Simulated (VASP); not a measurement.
# Zn4Si3P8 (a cell with a defect) in VASP: single point with PBEsol

Aim: the single point of Zn4Si3P8 (a cell with a defect) with PBEsol.

Everything below comes from runs of VASP 6.6.1. Logs are shortened: lines on timing, memory, paths and dates and some standing lists are left out, and cuts for length are marked.

## 1. The cell of the first run

The cell holds a defect, 15 atoms: a = 6.450 Å, b = 6.450 Å, c = 7.569 Å, α = 90.00°, β = 90.00°, γ = 108.15°.

## 2. Single point, PBEsol (Si vacancy, atoms relaxed)

INCAR reads:

```
PREC = Accurate
ENCUT = 520
EDIFF = 1E-6
ISMEAR = 0
SIGMA = 0.05
LREAL = Auto
LASPH = True
NELM = 100
ALGO = Fast
ISIF = 2
LWAVE = False
LCHARG = False
GGA = PS
NELECT = 96.0
NBANDS = 63
```

KPOINTS reads:

```
regular mesh
0
Gamma
  4 4 4
```

POSCAR reads:

```
Zn4Si3P8
1.0
    2.6760163547     -2.6760163547      5.2232740309
    2.6760163547     -2.6760163547     -5.2232740309
    5.3520327094      5.3520327094      0.0000000000
Zn Si P
4 3 8
Direct
    0.4581389540      0.5418610460      0.5000000000
   -0.0317310107      0.0317310107      0.0000000000
    0.9600148028      0.4832571837      0.2248606672
    0.5167428163      1.0399851972      0.7751393328
    0.4894457309      0.5105542691      0.0000000000
    0.5370097043      0.0222545912      0.2778032219
   -0.0222545912      0.4629902957      0.7221967781
    0.2131145203      0.7798957229      0.3625920377
    0.6114412768      0.4172193794      0.7442959331
    0.5827806206      0.3885587232      0.2557040669
    0.2201042771      0.7868854797      0.6374079623
    0.7320198965      0.9956203486      0.5245903826
    0.1237629726      0.3949696215      0.9771636575
    0.6050303785      0.8762370274      0.0228363425
    0.0043796514      0.2679801035      0.4754096174
```

Potentials or basis: VASP PAW PBE potentials, release 64 (Zn, Si, P).

Started as:

```console
> cat potpaw_PBE.64/Zn/POTCAR potpaw_PBE.64/Si/POTCAR potpaw_PBE.64/P/POTCAR > POTCAR
> mpirun -np 1 vasp_std > vasp.out
```

OUTCAR:

```text
PREC = Accurate
   ENCUT = 520
   EDIFF = 1E-6
   ISMEAR = 0
   LREAL = Auto
   LASPH = True
   NELM = 100
   ISIF = 2
   GGA = PS
   NELECT = 96.0

 ion  position               nearest neighbor table
   1  0.458  0.542  0.500-   9 2.35  10 2.35   8 2.73  11 2.73  12 2.92  15 2.92
   2  0.968  0.032  0.000-  13 2.25  14 2.25
   3  0.960  0.483  0.225-  13 2.31  10 2.33   8 2.34  15 2.42
   4  0.517  0.040  0.775-  14 2.31   9 2.33  11 2.34  12 2.42
   5  0.489  0.511  0.000-   9 2.24  10 2.24  13 2.25  14 2.25
   6  0.537  0.022  0.278-  14 2.25   8 2.28  12 2.29  10 2.29
   7  0.978  0.463  0.722-  13 2.25  11 2.28  15 2.29   9 2.29
   8  0.213  0.780  0.363-  11 2.08   6 2.28   3 2.34   1 2.73
   9  0.611  0.417  0.744-   5 2.24   7 2.29   4 2.33   1 2.35
  10  0.583  0.389  0.256-   5 2.24   6 2.29   3 2.33   1 2.35
  11  0.220  0.787  0.637-   8 2.08   7 2.28   4 2.34   1 2.73
  12  0.732  0.996  0.525-  15 2.09   6 2.29   4 2.42   1 2.92
  13  0.124  0.395  0.977-   5 2.25   2 2.25   7 2.25   3 2.31
  14  0.605  0.876  0.023-   5 2.25   2 2.25   6 2.25   4 2.31
  15  0.004  0.268  0.475-  12 2.09   7 2.29   3 2.42   1 2.92

  LATTYP: Found a base centered orthorhombic cell.
 ALAT       =     7.5689172439
 B/A-ratio  =     1.3801905511
 C/A-ratio  =     1.0000000000

  Lattice vectors:

 A1 = (   2.6760163547,  -2.6760163547,   5.2232740309)
 A2 = (   2.6760163547,  -2.6760163547,  -5.2232740309)
 A3 = (   5.3520327094,   5.3520327094,   0.0000000000)

Analysis of symmetry for initial positions (statically):
=====================================================================
 Subroutine PRICEL returns:
 Original cell was already a primitive cell.

 Routine SETGRP: Setting up the symmetry group for a
 base centered orthorhombic supercell.

 Subroutine GETGRP returns: Found  2 space group operations
 (whereof  2 operations were pure point group operations)
 out of a pool of  8 trial point group operations.

The static configuration has the point symmetry C_2 .

Analysis of symmetry for dynamics (positions and initial velocities):
=====================================================================
 Subroutine PRICEL returns:
 Original cell was already a primitive cell.

 Routine SETGRP: Setting up the symmetry group for a
 base centered orthorhombic supercell.

 Subroutine GETGRP returns: Found  2 space group operations
 (whereof  2 operations were pure point group operations)
 out of a pool of  8 trial point group operations.

The dynamic configuration has the point symmetry C_2 .

 Subroutine INISYM returns: Found  2 space group operations
 (whereof  2 operations are pure point group operations),
 and found     1 'primitive' translations

----------------------------------------------------------------------------------------

                                     Primitive cell

  volume of cell :     299.2336

  direct lattice vectors                    reciprocal lattice vectors
     2.676016355 -2.676016355  5.223274031     0.093422448 -0.093422448  0.095725401
     2.676016355 -2.676016355 -5.223274031     0.093422448 -0.093422448 -0.095725401
     5.352032709  5.352032709  0.000000000     0.093422448  0.093422448  0.000000000

  length of vectors
     6.450171987  6.450171987  7.568917244     0.163152873  0.163152873  0.132119294

  position of ions in fractional coordinates (direct lattice)
     0.458138954  0.541861046  0.500000000
     0.968268989  0.031731011  0.000000000
     0.960014803  0.483257184  0.224860667
     0.516742816  0.039985197  0.775139333
     0.489445731  0.510554269  0.000000000
     0.537009704  0.022254591  0.277803222
     0.977745409  0.462990296  0.722196778
     0.213114520  0.779895723  0.362592038
     0.611441277  0.417219379  0.744295933
     0.582780621  0.388558723  0.255704067
     0.220104277  0.786885480  0.637407962
     0.732019896  0.995620349  0.524590383
     0.123762973  0.394969622  0.977163658
     0.605030378  0.876237027  0.022836342
     0.004379651  0.267980104  0.475409617

  ion indices of the primitive-cell ions
   primitive index   ion index
                 1           1
                 2           2
                 3           3
                 4           4
                 5           5
                 6           6
                 7           7
                 8           8
                 9           9
                10          10
                11          11
                12          12
                13          13
                14          14
                15          15

----------------------------------------------------------------------------------------

 KPOINTS: regular mesh

Automatic generation of k-mesh.
 Grid dimensions read from file:
 generate k-points for:    4    4    4

 Generating k-lattice:

  Cartesian coordinates                     Fractional coordinates (reciprocal lattice)
     0.023355612 -0.023355612  0.023931350     0.250000000  0.000000000  0.000000000
     0.023355612 -0.023355612 -0.023931350     0.000000000  0.250000000  0.000000000
     0.023355612  0.023355612  0.000000000     0.000000000  0.000000000  0.250000000

  Length of vectors
     0.040788218  0.040788218  0.033029823

  Shift w.r.t. Gamma in fractional coordinates (k-lattice)
     0.000000000  0.000000000  0.000000000

 Subroutine IBZKPT returns following result:
 ===========================================

 Found     24 irreducible k-points:

 Following reciprocal coordinates:
            Coordinates               Weight
  0.000000  0.000000  0.000000      1.000000
  0.250000 -0.000000  0.000000      4.000000
  0.500000 -0.000000  0.000000      2.000000
  0.250000  0.250000  0.000000      2.000000
  0.500000  0.250000  0.000000      4.000000
 -0.250000  0.250000  0.000000      2.000000
[... 16 lines left out ...]
 -0.250000  0.250000  0.500000      2.000000
  0.500000  0.500000  0.500000      1.000000
   k-points           NKPTS =     24   k-points in BZ     NKDIM =     24   number of bands    NBANDS=     63
   number of dos      NEDOS =    301   number of ions     NIONS =     15
   total plane-waves  NPLWV = 129024
   dimension x,y,z NGX =    48 NGY =   48 NGZ =   56
   dimension x,y,z NGXF=    96 NGYF=   96 NGZF=  112
   ions per type =               4   3   8
   NGX,Y,Z   is equivalent  to a cutoff of  12.37, 12.37, 12.30 a.u.
   NGXF,Y,Z  is equivalent  to a cutoff of  24.74, 24.74, 24.60 a.u.
 SYSTEM =  unknown system
   PREC   = accura    normal or accurate (medium, high low for compatibility)
   ISTART =      0    job   : 0-new  1-cont  2-samecut
   ICHARG =      2    charge: 1-file 2-atom 10-const
   ISPIN  =      1    spin polarized calculation?
   LNONCOLLINEAR =      F non collinear calculations
   LSORBIT =      F    spin-orbit coupling
   LASPH  =      T    aspherical Exc in radial PAW
   ENCUT  =  520.0 eV  38.22 Ry    6.18 a.u.  11.99 11.99 14.07*2*pi/ulx,y,z
   NELM   =    100;   NELMIN=  2; NELMDL= -5     # of ELM steps
   EDIFF  = 0.1E-05   stopping-criterion for ELM
   LREAL  =      T    real-space projection
   EDIFFG = 0.1E-04   stopping-criterion for IOM
   NSW    =      0    number of steps for IOM
   IBRION =     -1    ionic relax: 0-MD 1-quasi-New 2-CG
   NFREE  =      0    steps in history (QN), initial steepest desc. (CG)
   ISIF   =      2    stress and relaxation
   ISYM   =      2    0-nonsym 1-usesym 2-fastsym
   POTIM  = 0.5000    time-step for ionic-motion
   TEBEG  =    0.0;   TEEND  =   0.0 temperature during run
   PSTRESS=    0.0 pullay stress
   NELECT =      96.0000    total number of electrons
   NUPDOWN=      -1.0000    fix difference up-down
   EMIN   =  10.00;   EMAX   =-10.00  energy-range for DOS
   EFERMI =   0.00;   METHOD = LEGACY
   ISMEAR =     0;   SIGMA  =   0.05  broadening in eV -4-tet -1-fermi 0-gaus
   EFERMI_NEDOS =   21; number of points for ismear=-14 and -15
   IALGO  =     68    algorithm
   IMIX   =      4    mixing-type and parameters
     AMIX     =   0.40;   BMIX     =  1.00
     AMIX_MAG =   1.60;   BMIX_MAG =  1.00
  volume/ion in A,a.u.               =      19.95       134.62
  Fermi-wavevector in a.u.,A,eV,Ry     =   1.120715  2.117844 17.088942  1.256002
  Thomas-Fermi vector in A             =   2.257363
   LORBIT       =      0    0 simple, 1 ext, 2 COOP (PROOUT), +10 PAW based schemes
   GGA     = PS    functional components
   LHFCALC =     F    Hartree Fock is set to
   AEXX    =    0.0000 exact exchange contribution
   IVDW    =     0    specifies the selected vdW correction
   LEPSILON=     F    determine dielectric tensor
   LRPA    =     F    only Hartree local field effects (RPA)
 non-spin polarized calculation
 RMM-DIIS sequential band-by-band and
 Gauss-broadening in eV      SIGMA  =   0.05
  energy-cutoff  :      520.00
  volume of cell :      299.23
 maximum number of plane-waves:      8094
   NGX = 23   NGY = 23   NGZ = 29

 number of electron     100.0000000 magnetization

 number of electron      96.0000004 magnetization

 Free energy of the ion-electron system (eV)
  ---------------------------------------------------
  ext. energy  EPLUGINS =         0.00000000
  ---------------------------------------------------
  free energy    TOTEN  =       -86.41662519 eV

  energy without entropy =      -86.41210348  energy(sigma->0) =      -86.41436433

 E-fermi :   3.4976     XC(G=0):  -9.4253

 val. band max:        3.4957370419   @ k =   0.5000   0.5000   0.0000
 cond. band min:       3.5135342119   @ k =   0.2500   0.2500   0.0000
 fundamental gap:      0.0177971700
 Fermi energy:         3.4976484882

 k-point     1 :       0.0000    0.0000    0.0000
  band No.  band energies     occupation
      1      -9.4890      2.00000
      2      -8.1215      2.00000
      3      -7.8618      2.00000
      4      -7.3478      2.00000
      5      -6.4380      2.00000
      6      -6.3718      2.00000
[... 52 lines left out ...]
     59       7.4113      0.00000
     60       7.5414      0.00000

 k-point     2 :       0.2500   -0.0000    0.0000
  band No.  band energies     occupation
      1      -9.3502      2.00000
      2      -8.3778      2.00000
      3      -7.8596      2.00000
      4      -7.1761      2.00000
      5      -6.6169      2.00000
      6      -6.3932      2.00000
[... 52 lines left out ...]
     59       7.6615      0.00000
     60       7.7946      0.00000

 k-point     3 :       0.5000   -0.0000    0.0000
  band No.  band energies     occupation
      1      -9.0793      2.00000
      2      -8.7644      2.00000
      3      -7.7847      2.00000
      4      -7.0610      2.00000
      5      -6.7995      2.00000
      6      -6.3977      2.00000
[... 1259 lines left out ...]
      6      -6.5626      2.00000
[... 52 lines left out ...]
     59       7.4584      0.00000
     60       7.9751      0.00000

 k-point    24 :       0.5000    0.5000    0.5000
  band No.  band energies     occupation
      1      -9.1955      2.00000
      2      -8.1786      2.00000
      3      -7.8521      2.00000
      4      -7.4430      2.00000
      5      -6.9017      2.00000
      6      -6.6475      2.00000
[... 52 lines left out ...]
     59       7.4822      0.00000
     60       7.6375      0.00000
 [bands above 60 left out]

------------------------ aborting loop because EDIFF is reached ----------------------------------------

  FORCE on cell =-STRESS in cart. coord.  units (eV):
  Direction    XX          YY          ZZ          XY          YZ          ZX
  --------------------------------------------------------------------------------------
  -------------------------------------------------------------------------------------
  Total      -32.1717550    -31.8375212    -39.4954488     -0.4163048      0.0000000      0.0000000
  in kB     -172.2562590   -170.4666807   -211.4692918     -2.2290081      0.0000000      0.0000000
  external PRESSURE =    -184.7307438 kB  Pullay stress =       0.0000000 kB

 VOLUME and BASIS-vectors are now :
 -----------------------------------------------------------------------------
  energy-cutoff  :      520.00
  volume of cell :      299.23
      direct lattice vectors                 reciprocal lattice vectors
     2.676016355 -2.676016355  5.223274031     0.093422448 -0.093422448  0.095725401
     2.676016355 -2.676016355 -5.223274031     0.093422448 -0.093422448 -0.095725401
     5.352032709  5.352032709  0.000000000     0.093422448  0.093422448  0.000000000

 POSITION                                       TOTAL-FORCE (eV/Angst)
 -----------------------------------------------------------------------------------
      5.35203      0.00000     -0.43730         0.000000      0.000000     -0.008834
      2.67602     -2.67602      4.89179         0.000000      0.000000      0.006810
      5.06568     -2.65876      2.49024        -0.010874     -0.004105     -0.005580
      5.63838      2.65876      2.49024         0.010874      0.004105     -0.005580
      2.67602     -2.67602     -0.11026         0.000000      0.000000     -0.003243
      2.98341     -0.00979      2.68871        -0.004612     -0.002184      0.002761
      7.72065      0.00979      2.68871         0.004612      0.002184      0.002761
      4.59792     -0.71671     -2.96045         0.043179      0.009647     -0.009685
      6.73621      1.23078      1.01447         0.018209     -0.006875     -0.002666
      3.96786     -1.23078      1.01447        -0.018209      0.006875     -0.002666
      6.10615      0.71671     -2.96045        -0.043179     -0.009647     -0.009685
      7.43082     -1.81557     -1.37686         0.010210     -0.033950      0.011994
      6.61795      3.84167     -1.41659         0.002548     -0.018042      0.005809
      4.08612     -3.84167     -1.41659        -0.002548      0.018042      0.005809
      3.27325      1.81557     -1.37686        -0.010210      0.033950      0.011994
 -----------------------------------------------------------------------------------
    total drift:                               -0.000000     -0.000000      0.002901

  FREE ENERGIE OF THE ION-ELECTRON SYSTEM (eV)
  ---------------------------------------------------
  free  energy   TOTEN  =       -86.4166251885 eV

  energy  without entropy=      -86.4121034751  energy(sigma->0) =      -86.41436433
```

It took 7.5 min on 1 thread of Intel Xeon 6975P-C (Granite Rapids), shared host; peak memory 0.5 GiB.

Results:

```yaml
Free_energy: -86.4166 eV
Largest_force: 0.045 eV/Å
Band_gap_on_the_k_mesh: none (metal or under the smearing width)
```

Forces in eV/Å, atoms in the order of the input:
```
Zn   0.000  0.000 -0.009
Zn   0.000  0.000  0.007
Zn  -0.011 -0.004 -0.006
Zn   0.011  0.004 -0.006
Si   0.000  0.000 -0.003
Si  -0.005 -0.002  0.003
Si   0.005  0.002  0.003
P    0.043  0.010 -0.010
P    0.018 -0.007 -0.003
P   -0.018  0.007 -0.003
P   -0.043 -0.010 -0.010
P    0.010 -0.034  0.012
P    0.003 -0.018  0.006
P   -0.003  0.018  0.006
P   -0.010  0.034  0.012
```

Caveat: the cell carries a net charge on a neutralising background, which shifts energy and pressure; the cell is charged against a uniform background, so pressure and absolute levels hang on convention; the PAW data sets were made with another functional, which shifts forces and pressure a little.
